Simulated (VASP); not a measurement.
Crystal: PbSe (Clausthalite).

```
Pb Se
1.0
     0.00000    3.06065    3.06065
     3.06065    0.00000    3.06065
     3.06065    3.06065    0.00000
Pb Se
1 1
Direct
  0.00000 0.00000 0.00000
  0.50000 0.50000 0.50000
```

- Program: VASP 6.6.1
- Task: relaxation of cell and atoms
- Functional: PBE-EpsX
- Potentials or basis: VASP PAW PBE potentials, release 64 (Pb_d, Se)
- Cutoff: 600 eV
- k mesh: 4 × 4 × 4
- Occupations: fermi-dirac, width 0.05 eV
- Spin: no spin polarisation

At the start: pressure 2.2 GPa; volume 28.67 Å³/atom.

Problem. Where does the relaxation end?

Solution. Over 4 steps the energy falls by 8.6 meV/atom and the volume is 29.92 Å³/atom (+4.4 %); space group Fm-3m (No. 225, to 0.05 Å).

The path:
```tsv
step	energy change (eV)	largest force (eV/Å)	pressure (GPa)	volume (Å³)
1	0.0000	0.0000	2.22	57.34
2	-0.0156	0.0000	-0.48	60.71
3	-0.0173	0.0000	-0.09	59.94
4	-0.0173	0.0000	-0.04	59.84
```

Final structure:
```
Pb Se
1.0
     0.00000    3.10449    3.10449
     3.10449    0.00000    3.10449
     3.10449    3.10449    0.00000
Pb Se
1 1
Cartesian
  0.0000 0.0000 0.0000
  3.1045 3.1045 3.1045
```

Caveat: the k mesh is coarse (spacing up to 0.44 Å⁻¹), so the values aren't converged, least of all with exact exchange; the PAW data sets were made with another functional, which shifts forces and pressure a little.
